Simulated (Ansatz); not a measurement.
Input of an Ansatz 0.2.0 run:

Contents of input.yaml:

```yaml
crystal:
  lattice:
    - [1.21846369, -3.9763780104, 0.0]
    - [1.21846369, 3.9763780104, 0.0]
    - [0.0, 0.0, 2.4754955235]
  atoms:
    - { symbol: Cu, position: [0.86613335, 0.13386665, 0.75] }
    - { symbol: Cu, position: [0.13386665, 0.86613335, 0.25] }
hamiltonian:
  xc: r2scan
  pseudopotentials: { kind: paw }
kpoints:
  mp_grid: { grid: [6, 6, 6] }
  band_path:
    path:
      - [[0.0, 0.0, 0.0], [0.2734741495, 0.2734741495, 0.0], [0.0, 0.5, 0.0], [0.0, 0.5, 0.5], [0.2734741495, 0.2734741495, 0.5], [0.0, 0.0, 0.5], [0.0, 0.0, 0.0], [-0.5, 0.5, 0.0], [-0.2734741495, 0.7265258505, 0.0], [-0.2734741495, 0.7265258505, 0.5], [-0.5, 0.5, 0.5], [-0.5, 0.5, 0.0]]
      - [[0.0, 0.0, 0.5], [-0.5, 0.5, 0.5]]
    npoints: 14
scf:
  occupations: { method: fermi_dirac, width: 0.05 }
  n_extra_bands: 6
output:
  forces: true
  stress: true
  eigenvalues: true
  fatbands: false
  write_density: true
  write_potential: true
  elf: true
  volumetric_format: npy
```

Potentials or basis: Ansatz PAW.

Run with:

```bash
$ ansatz run input.yaml --threads 2 --pin off --max-ram 5632MiB --backend cpu --events-out ev --progress --plain --runs-dir out
```

Question: What does it give for the pressure?

Answer: 0.2 GPa.

Question: What does it give for the band gap on the k mesh?

Answer: None (metal or under the smearing width).

Levels at the corners of the path, in eV from the Fermi level:
```tsv
point	band 16	band 17	band 18	band 19	band 20	band 21	band 22	band 23
Γ	-2.27	-2.10	-1.96	-1.65	-0.21	4.90	15.28	19.00
X	-2.42	-1.89	-1.68	-0.88	0.28	1.77	10.44	10.86
S	-2.75	-2.37	-1.87	-0.65	1.19	2.49	7.04	13.30
R	-2.04	-1.48	-1.48	3.73	3.73	7.67	7.67	9.91
A	-1.87	-1.53	-1.53	4.04	4.04	6.78	6.78	9.29
Z	-3.00	-1.96	-1.96	-0.16	-0.16	8.40	8.40	9.70
Γ	-2.27	-2.10	-1.96	-1.65	-0.21	4.90	15.28	19.00
Y	-2.53	-2.51	-2.19	-1.86	-1.77	14.05	15.70	16.11
X1	-2.42	-1.89	-1.68	-0.88	0.28	1.77	10.44	10.86
A1	-1.87	-1.53	-1.53	4.04	4.04	6.78	6.78	9.29
T	-2.24	-1.77	-1.77	-1.16	-1.16	3.75	3.75	18.51
Y	-2.53	-2.51	-2.19	-1.86	-1.77	14.05	15.70	16.11
Z	-3.00	-1.96	-1.96	-0.16	-0.16	8.40	8.40	9.70
T	-2.24	-1.77	-1.77	-1.16	-1.16	3.75	3.75	18.51
```

Caveat: the k mesh is coarse (spacing up to 0.45 Å⁻¹), so the values aren't converged; the PAW data sets come from PBE, with cores solved anew for the run's functional, which leaves a small shift of forces and pressure.
